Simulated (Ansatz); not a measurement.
# Fe2Ge (P6/mmm) in Ansatz: notebook

Runs on Fe2Ge. Level: PBEsol. Tasks: single point.

Everything below comes from runs of Ansatz 0.2.0. Logs are shortened: lines on timing, memory, paths and dates and some standing lists are left out, and cuts for length are marked.

## Step 1: The structure

The structure is hexagonal, space group P6/mmm (No. 191). Conventional cell: a = 4.164 Å, b = 4.164 Å, c = 2.626 Å, α = 90.00°, β = 90.00°, γ = 120.00°. Around Ge (site symmetry 6/mmm) lie 2 Ge at 2.63 Å and 12 Fe at 2.74 Å. Around Fe (site symmetry -6m2) lie 5 Fe at 2.40 to 2.63 Å and 6 Ge at 2.74 Å.

The cell comes from a database or a generator and needn't be the stable form of this composition.

## Step 2: Single point, PBEsol, collinear spin, random start

The input, input.yaml:

```yaml
crystal:
  lattice:
    - [4.1636340796, 0.0, 0.0]
    - [-2.0818170398, 3.605812885, 0.0]
    - [0.0, 0.0, 2.626466]
  atoms:
    - { symbol: Ge, position: [0.0, 0.0, 0.0] }
    - { symbol: Fe, position: [0.3333333333, 0.6666666667, 0.5], spin: 0.95 }
    - { symbol: Fe, position: [0.6666666667, 0.3333333333, 0.5], spin: 3.35 }
hamiltonian:
  xc: pbesol
  pseudopotentials: { kind: paw }
magnetization:
  spin_polarized: true
kpoints:
  mp_grid: { grid: [7, 7, 10] }
scf:
  occupations: { method: fermi_dirac, width: 0.05 }
output:
  forces: true
  stress: true
  eigenvalues: true
```

Potentials or basis: Ansatz PAW.

Started as:

```bash
$ ansatz run input.yaml --threads 2 --pin off --max-ram 5632MiB --backend cpu --events-out ev --progress --plain --runs-dir out
```

Log:

```text
Warning: RAYON_NUM_THREADS=2 ignored (pool sized by the plan → 2); use --threads N
Engine: ansatz 0.2.0, x86_64-unknown-linux-gnu
Pseudopotentials: kind: paw
Pseudopotential: Ge, paw, valence charge 14, recommended cutoff 420 eV (normal), Ge.paw.azcp
Pseudopotential: Fe, paw, valence charge 16, recommended cutoff 420 eV (normal), Fe.paw.azcp
Functional definition: PBEsol
  exchange = pbesol_x
  correlation = pbesol_c
Crystal: 3 atoms, lattice volume = 39.432 Å³
Basis set: ecut = 420 eV, 771 PW (Γ), exchange–correlation on 60×60×36 points (8 copies of the dense FFT grid, shifted against one another)
Bands: 31, of which v1, the nominal top of the filled ones, is band 23 counted from 1 (22 counted from 0)
Symmetry: 12 space group operations
Space group: P-6m2 (ITA 187), of the structure as read, at distance tolerance 3.4e-5 Å
Magnetic group: BNS 187.209 (UNI 1439), of the structure as read, at distance tolerance 3.4e-5 Å
k-points: 48 of 490 (time reversal used)
Non-local potential: Ge, projectors of the file, l = 0: 2, l = 1: 2, l = 2: 3, l = 3: 1
Non-local potential: Fe, projectors of the file, l = 0: 3, l = 1: 2, l = 2: 3, l = 3: 1
PAW form: soft (Blöchl's): semilocal exchange-correlation on the pseudo side does not see the compensation charge
PAW frozen core: Ge, regenerated for the run's functional, and the local potential with it (the file was generated under x = pbe(κ = 0.804, μ = 0.2195149727645171), c = pbe(β = 0.06672455060314922))
PAW frozen core: Fe, regenerated for the run's functional, and the local potential with it (the file was generated under x = pbe(κ = 0.804, μ = 0.2195149727645171), c = pbe(β = 0.06672455060314922))
PAW one-centre angular grid: Ge, 590 points (default); XC on 64 Gauss nodes
PAW one-centre angular grid: Fe, 590 points (default); XC on 64 Gauss nodes
Initial density: superposition of atomic densities (chi_scale 0.1, normalization cell)
Starting moments: Σ|m| = 4.3 μB on 2 of 3 sites
Initial wavefunctions: pseudopotential atomic-orbital guess
Functional: x = pbesol(κ = 0.804, μ = 0.12345679012345678), c = pbesol(β = 0.046)
iter 1 solved again at ethr=2.08e-3 eV; its pass at ethr=3.10e-3 eV (dr2=9.55e-1 eV) is discarded
SCF iter   1: F=—  HF=-13149.311308 eV  |F-HF|=—  |Δ(HF+E_count)|=         —  Δρ=1.11e-1 (↑8.52e-2 ↓1.11e-1)  dr2=9.55e-1  dr2_m=3.21e0  M=4.814 μB ∫|m|=4.872 μB  β_m=0.30  ethr=2.08e-3  ⟨swp⟩=1.0  Hψ=14021  notcnv=0
Mixer restart at iter 1: flushing history
preconditioner: auto → none  [metal: Δε(μ)=0.007 eV  Ē_g=14.213 eV  σ=0.050 eV  W_gap=0.04  n_scr=8 (ndim 8)  ℏωp=32.4 eV  f_vac=0.000  D(μ)=3.99/eV (n_scr^D=56)  sad-step TF]
SCF iter   2: F=—  HF=-13149.348219 eV  |F-HF|=—  |Δ(HF+E_count)|=   3.69e-2  Δρ=8.27e-2 (↑7.91e-2 ↓8.27e-2)  dr2=4.05e-1  dr2_m=2.27e0  M=5.069 μB ∫|m|=5.129 μB  β_m=0.65  ethr=2.08e-3  ⟨swp⟩=2.1  Hψ=3953  notcnv=0
SCF iter   3: F=—  HF=-13151.356636 eV  |F-HF|=—  |Δ(HF+E_count)|=    2.01e0  Δρ=6.38e-2 (↑6.38e-2 ↓4.57e-2)  dr2=3.48e0  dr2_m=1.19e-1  M=4.927 μB ∫|m|=5.000 μB  β_m=0.52  ethr=8.82e-4  ⟨swp⟩=3.5  Hψ=7449  notcnv=0  defer=68
SCF iter   4: F=—  HF=-13150.535997 eV  |F-HF|=—  |Δ(HF+E_count)|=   8.21e-1  Δρ=1.86e-2 (↑8.12e-3 ↓1.86e-2)  dr2=1.61e-1  dr2_m=3.56e-2  M=5.060 μB ∫|m|=5.159 μB  β_m=0.41  ethr=8.82e-4  ⟨swp⟩=3.0  Hψ=7146  notcnv=0  defer=127
SCF iter   5: F=—  HF=-13150.500936 eV  |F-HF|=—  |Δ(HF+E_count)|=   3.51e-2  Δρ=7.36e-3 (↑3.91e-3 ↓7.36e-3)  dr2=2.46e-2  dr2_m=7.20e-3  M=5.073 μB ∫|m|=5.169 μB  β_m=0.37  ethr=3.51e-4  ⟨swp⟩=2.2  Hψ=4568  notcnv=0  defer=123
SCF iter   6: F=—  HF=-13150.499361 eV  |F-HF|=—  |Δ(HF+E_count)|=   1.57e-3  Δρ=4.22e-3 (↑2.45e-3 ↓4.22e-3)  dr2=2.28e-3  dr2_m=3.78e-3  M=5.074 μB ∫|m|=5.169 μB  β_m=0.68  ethr=5.35e-5  ⟨swp⟩=2.1  Hψ=3884  notcnv=0  defer=123
SCF iter   7: F=—  HF=-13150.503620 eV  |F-HF|=—  |Δ(HF+E_count)|=   4.26e-3  Δρ=1.04e-3 (↑1.04e-3 ↓1.01e-3)  dr2=2.39e-4  dr2_m=2.98e-4  M=5.042 μB ∫|m|=5.139 μB  β_m=0.64  ethr=4.95e-6  ⟨swp⟩=2.0  Hψ=5538  notcnv=0  defer=123
SCF iter   8: F=—  HF=-13150.503405 eV  |F-HF|=—  |Δ(HF+E_count)|=   2.14e-4  Δρ=3.41e-4 (↑3.41e-4 ↓2.12e-4)  dr2=1.83e-5  dr2_m=2.36e-5  M=5.042 μB ∫|m|=5.139 μB  β_m=0.65  ethr=5.19e-7  ⟨swp⟩=2.0  Hψ=4376  notcnv=0  defer=123
SCF iter   9: F=—  HF=-13150.503419 eV  |F-HF|=—  |Δ(HF+E_count)|=   1.39e-5  Δρ=1.58e-4 (↑1.58e-4 ↓8.25e-5)  dr2=1.55e-5  dr2_m=1.44e-6  M=5.042 μB ∫|m|=5.139 μB  β_m=0.79  ethr=3.97e-8  ⟨swp⟩=2.1  Hψ=4220  notcnv=0  defer=123
SCF iter  10: F=—  HF=-13150.503423 eV  |F-HF|=—  |Δ(HF+E_count)|=   3.36e-6  Δρ=6.30e-5 (↑6.30e-5 ↓1.92e-5)  dr2=7.82e-7  dr2_m=5.09e-7  M=5.042 μB ∫|m|=5.139 μB  β_m=0.78  ethr=3.36e-8  ⟨swp⟩=2.0  Hψ=3680  notcnv=0  defer=123
SCF iter  11: F=—  HF=-13150.503423 eV  |F-HF|=—  |Δ(HF+E_count)|=   8.16e-8  Δρ=1.04e-5 (↑1.04e-5 ↓5.71e-6)  dr2=2.88e-8  dr2_m=1.98e-8  M=5.042 μB ∫|m|=5.139 μB  β_m=0.75  ethr=1.70e-9  ⟨swp⟩=2.9  Hψ=5276  notcnv=0  defer=123
SCF iter  12: F=-13150.503422 eV  HF=-13150.503423 eV  |F-HF|=3.51e-9  |Δ(HF+E_count)|=   5.52e-9  Δρ=2.14e-6 (↑1.23e-6 ↓2.14e-6)  dr2=4.02e-9  dr2_m=2.50e-10  M=5.042 μB ∫|m|=5.139 μB  ethr=6.27e-11  ⟨swp⟩=6.4  Hψ=10576  notcnv=0
SCF 1 converged in 12 iterations: F = -13150.503422 eV  dr2 = 4.02e-9
SCF converged after 12 iterations
Magnetization: 5.0424 μB (25.5212 up, 20.4788 down)
Absolute magnetization: 5.1320 μB (∫|ρ↑−ρ↓|, with the PAW one-centre terms)
Spin contamination: 0.0836 ħ² per cell (⟨S²⟩ above its minimum at these occupations)
Per-site moments (μB) at R_I (Å): [(0.01045042960583732, 1.0834172250000003), (2.4472965734342917, 0.9915985433744827), (2.4472815286050333, 0.9915985433744827)]
Free energy (F): -13150.503422 eV
Harris-Foulkes:  -13150.503423 eV  (|F-HF|=3.51e-9)
Internal energy: -13150.482358 eV  (E = F + TS)
E sigma→0 (E₀):  -13150.492890 eV
Entropy (-TS):   -0.021064 eV (-7.021 meV/atom)
Fermi energy:    16.573040 eV
--- Per-component energies (eV) ---
  E_band       = -536.378125
  E_kinetic    = 813.935867
  E_local      = -6390.359861  (includes V_loc(G=0)·N_el)
  E_nonlocal   = 868.643667
  E_hartree    = 2728.012535
  E_xc         = -308.093383
  E_vxc        = -366.178110  (∫ρ·V_xc dr)
  E_paw        = -4655.358160  (= ΣΔE_a)
  E_vpaw       = -918.447018  (= ΣTr[D̂ρ^β])
  E_aug_tail   = 0.002098  (compensation charges beyond the density's cutoff)
  E_ewald      = -6208.541461
  E_core_change = 1.276340  (= ΣΔE_core)
  E_smearing   = -0.021064  (= −TS)
  E_closure    = -0.000000  (closes the sum)
  Σ components = -13150.503422   (vs F -13150.503422, Δ=0.00e0)
--- Forces (eV/Å), atoms counted from 1 ---
  atom   1  Ge     0.00000000    -0.00000000     0.00000000
  atom   2  Fe     0.00000000     0.00000000     0.00000000
  atom   3  Fe    -0.00000000    -0.00000000     0.00000000
  max |Σ_I F_I| component: 9.25e-18 eV/Å
--- Stress (GPa, compression-positive) ---
       -7.448100      -0.000000       0.000000
       -0.000000      -7.448100       0.000000
        0.000000       0.000000      -6.272600
  P = ⅓ Tr σ = -7.0563 GPa (-70.563 kbar)
--- Band table (eV; the first three rows and the last of 96) ---
  k-point 0 ↑: bands = ["-71.5221", "-71.4535", "-37.7949", "-37.7451", "-37.7363", "-37.7363", "-37.4973", "-37.4973", "-8.5818", "-8.3618", "-8.3618", "-8.3600", "-8.3600", "3.8676", "11.8095", "11.8095", "12.5030", "13.5088", "13.7112", "13.7112", "14.2706", "14.2706", "15.1017", "15.1017", "16.7252", "18.6013", "18.6013", "19.3402", "19.3402", "23.5754", "24.2911"]
  k-point 1 ↑: bands = ["-71.5206", "-71.4521", "-37.8093", "-37.7584", "-37.7348", "-37.7348", "-37.4961", "-37.4961", "-8.5553", "-8.3706", "-8.3706", "-8.3607", "-8.3607", "4.0882", "11.9300", "11.9300", "12.6222", "13.6115", "13.6115", "13.7269", "14.1913", "14.1913", "15.0091", "15.0091", "16.8520", "18.6957", "18.6957", "19.7114", "19.7114", "22.3148", "23.6116"]
  k-point 2 ↑: bands = ["-71.5167", "-71.4485", "-37.8471", "-37.7931", "-37.7306", "-37.7306", "-37.4930", "-37.4930", "-8.4860", "-8.3983", "-8.3983", "-8.3578", "-8.3578", "4.7468", "12.2641", "12.2641", "12.8313", "13.2784", "13.2784", "14.1290", "14.1290", "14.3315", "14.7692", "14.7692", "17.2816", "18.9667", "18.9667", "19.3309", "20.6835", "20.6835", "23.7166"]
  k-point 47 ↓: bands = ["-68.6662", "-68.6526", "-35.0866", "-35.0370", "-35.0241", "-34.9554", "-34.8989", "-34.7662", "-8.4597", "-8.4586", "-8.3399", "-8.3390", "-8.2944", "9.5074", "11.1361", "13.0828", "13.1291", "14.7183", "15.3204", "15.9224", "16.8718", "17.1124", "17.3562", "17.5809", "18.3393", "18.4469", "19.4421", "20.1921", "20.2990", "24.2427", "25.9874"]
```

Run time: 23 s. Hardware: 2 threads of Intel Xeon at 2.50GHz (Skylake/Cascade Lake), shared host; peak memory 0.47 GiB.

What came out:

| Item | Value |
| --- | --- |
| Free energy | -13150.5034 eV |
| Pressure | -7.1 GPa |
| Band gap on the k mesh | none (metal or under the smearing width) |
| Net moment | 5.04 μB per cell |
| Absolute moment | 5.13 μB per cell |
| Site moments | Ge +0.01; Fe +2.45 μB |

Levels at points of the mesh, in eV from the Fermi level:
Spin up:
| k point | band 22 | band 23 | band 24 | band 25 | band 26 | band 27 | band 28 | band 29 | band 30 | band 31 |
| --- | --- | --- | --- | --- | --- | --- | --- | --- | --- | --- |
| (0.00, 0.00, 0.00) | -2.30 | -1.47 | -1.47 | 0.15 | 2.03 | 2.03 | 2.77 | 2.77 | 7.00 | 7.72 |
| (0.00, 0.00, -0.50) | -2.39 | -2.39 | -0.59 | -0.34 | 3.60 | 3.60 | 4.52 | 5.98 | 7.57 | 8.00 |
Spin down:
| k point | band 18 | band 19 | band 20 | band 21 | band 22 | band 23 |
| --- | --- | --- | --- | --- | --- | --- |
| (0.00, 0.00, 0.00) | -1.31 | -1.17 | -1.17 | 0.48 | 0.48 | 0.77 |
| (0.00, 0.00, -0.50) | -1.14 | -1.14 | -0.84 | -0.84 | -0.34 | -0.34 |

Caveat: the PAW data sets come from PBE, with cores solved anew for the run's functional, which leaves a small shift of forces and pressure.

## Step 3: Single point, PBEsol, collinear spin, ferromagnetic start

Changes to input.yaml since step 2:

```diff
@@ -7,4 +7,4 @@
     - { symbol: Ge, position: [0.0, 0.0, 0.0] }
-    - { symbol: Fe, position: [0.3333333333, 0.6666666667, 0.5], spin: 0.95 }
-    - { symbol: Fe, position: [0.6666666667, 0.3333333333, 0.5], spin: 3.35 }
+    - { symbol: Fe, position: [0.3333333333, 0.6666666667, 0.5], spin: 4.5 }
+    - { symbol: Fe, position: [0.6666666667, 0.3333333333, 0.5], spin: 4.5 }
 hamiltonian:
```

Potentials or basis: Ansatz PAW.

Started as:

```bash
$ ansatz run input.yaml --threads 2 --pin off --max-ram 5632MiB --backend cpu --events-out ev --progress --plain --runs-dir out
```

Log:

```text
Warning: where an SCF of this run starts from atoms to list the orders of its open shells, Fe (sites 1, 2, from 0) starts with 4.00 μB on its 3d shell, in the place of the 4.50 μB that the deck gives it: its open shells can hold no more by Hund's first rule. To start from spheres of the given moment, type scf.initial_density.shell_occupations: []
Warning: RAYON_NUM_THREADS=2 ignored (pool sized by the plan → 2); use --threads N
[... 7 set-up lines as earlier in the session ...]
Crystal: 3 atoms, lattice volume = 39.432 Å³
Basis set: ecut = 420 eV, 771 PW (Γ), exchange–correlation on 60×60×36 points (8 copies of the dense FFT grid, shifted against one another)
Bands: 33, of which v1, the nominal top of the filled ones, is band 23 counted from 1 (22 counted from 0)
Symmetry: 24 space group operations
Space group: P6/mmm (ITA 191), of the structure as read, at distance tolerance 3.4e-5 Å
Magnetic group: BNS 191.233 (UNI 1463), of the structure as read, at distance tolerance 3.4e-5 Å
k-points: 48 of 490
[... 6 set-up lines as earlier in the session ...]
[... 17 lines left out ...]
SCF iter  10: F=-13150.503422 eV  HF=-13150.503423 eV  |F-HF|=9.95e-9  |Δ(HF+E_count)|=   7.51e-9  Δρ=3.75e-6 (↑1.90e-6 ↓3.75e-6)  dr2=1.10e-8  dr2_m=1.12e-9  M=5.042 μB ∫|m|=5.139 μB  ethr=1.73e-11  ⟨swp⟩=6.5  Hψ=12076  notcnv=0
SCF 1 converged in 10 iterations: F = -13150.503422 eV  dr2 = 1.10e-8
SCF converged after 10 iterations
Magnetization: 5.0424 μB (25.5212 up, 20.4788 down)
Absolute magnetization: 5.1320 μB (∫|ρ↑−ρ↓|, with the PAW one-centre terms)
Spin contamination: 0.0836 ħ² per cell (⟨S²⟩ above its minimum at these occupations)
Per-site moments (μB) at R_I (Å): [(0.010450640691079946, 1.0834172250000003), (2.447284750938341, 0.9915985433744827), (2.4472847509383415, 0.9915985433744827)]
Free energy (F): -13150.503422 eV
Harris-Foulkes:  -13150.503423 eV  (|F-HF|=9.95e-9)
Internal energy: -13150.482358 eV  (E = F + TS)
E sigma→0 (E₀):  -13150.492890 eV
Entropy (-TS):   -0.021065 eV (-7.022 meV/atom)
Fermi energy:    16.573085 eV
--- Per-component energies (eV) ---
  E_band       = -536.376504
  E_kinetic    = 813.935782
  E_local      = -6390.351927  (includes V_loc(G=0)·N_el)
  E_nonlocal   = 868.641271
  E_hartree    = 2728.006122
  E_xc         = -308.093707
  E_vxc        = -366.178526  (∫ρ·V_xc dr)
  E_paw        = -4655.356875  (= ΣΔE_a)
  E_vpaw       = -918.444925  (= ΣTr[D̂ρ^β])
  E_aug_tail   = 0.002098  (compensation charges beyond the density's cutoff)
  E_ewald      = -6208.541461
  E_core_change = 1.276340  (= ΣΔE_core)
  E_smearing   = -0.021065  (= −TS)
  E_closure    = -0.000000  (closes the sum)
  Σ components = -13150.503422   (vs F -13150.503422, Δ=0.00e0)
--- Forces (eV/Å), atoms counted from 1 ---
  atom   1  Ge     0.00000000     0.00000000     0.00000000
  atom   2  Fe     0.00000000     0.00000000     0.00000000
  atom   3  Fe     0.00000000    -0.00000000     0.00000000
  max |Σ_I F_I| component: 4.63e-18 eV/Å
--- Stress (GPa, compression-positive) ---
       -7.448328       0.000000       0.000000
        0.000000      -7.448328       0.000000
        0.000000       0.000000      -6.272829
  P = ⅓ Tr σ = -7.0565 GPa (-70.565 kbar)
--- Band table (eV; the first three rows and the last of 96) ---
  k-point 0 ↑: bands = ["-71.5220", "-71.4534", "-37.7948", "-37.7450", "-37.7362", "-37.7362", "-37.4972", "-37.4972", "-8.5818", "-8.3618", "-8.3618", "-8.3600", "-8.3600", "3.8676", "11.8095", "11.8095", "12.5031", "13.5089", "13.7113", "13.7113", "14.2707", "14.2707", "15.1018", "15.1018", "16.7252", "18.6013", "18.6013", "19.3402", "19.3402", "23.5755", "24.2911", "30.0401", "35.9291"]
  k-point 1 ↑: bands = ["-71.5206", "-71.4521", "-37.8092", "-37.7583", "-37.7347", "-37.7347", "-37.4960", "-37.4960", "-8.5553", "-8.3706", "-8.3706", "-8.3607", "-8.3607", "4.0882", "11.9300", "11.9300", "12.6223", "13.6115", "13.6115", "13.7270", "14.1914", "14.1914", "15.0092", "15.0092", "16.8520", "18.6958", "18.6958", "19.7114", "19.7114", "22.3147", "23.6116", "32.4139", "33.5636"]
  k-point 2 ↑: bands = ["-71.5167", "-71.4484", "-37.8470", "-37.7930", "-37.7305", "-37.7305", "-37.4929", "-37.4929", "-8.4861", "-8.3984", "-8.3984", "-8.3578", "-8.3578", "4.7468", "12.2642", "12.2642", "12.8313", "13.2785", "13.2785", "14.1290", "14.1290", "14.3316", "14.7693", "14.7693", "17.2816", "18.9667", "18.9667", "19.3309", "20.6835", "20.6835", "23.7166", "30.3552", "30.3553"]
  k-point 47 ↓: bands = ["-68.6661", "-68.6525", "-35.0865", "-35.0370", "-35.0241", "-34.9554", "-34.8988", "-34.7662", "-8.4598", "-8.4586", "-8.3399", "-8.3390", "-8.2945", "9.5074", "11.1361", "13.0828", "13.1291", "14.7183", "15.3204", "15.9224", "16.8718", "17.1125", "17.3562", "17.5810", "18.3393", "18.4469", "19.4421", "20.1921", "20.2991", "24.2427", "25.9874", "27.0760", "30.4717"]
```

It took 14 s on 2 threads of Intel Xeon at 2.50GHz (Skylake/Cascade Lake), shared host; peak memory 0.45 GiB.

What came out:

```yaml
Free_energy: -13150.5034 eV
Pressure: -7.1 GPa
Band_gap_on_the_k_mesh: none (metal or under the smearing width)
Net_moment: 5.04 μB per cell
Absolute_moment: 5.13 μB per cell
Site_moments: Ge +0.01; Fe +2.45 μB
```

Caveat: the PAW data sets come from PBE, with cores solved anew for the run's functional, which leaves a small shift of forces and pressure.
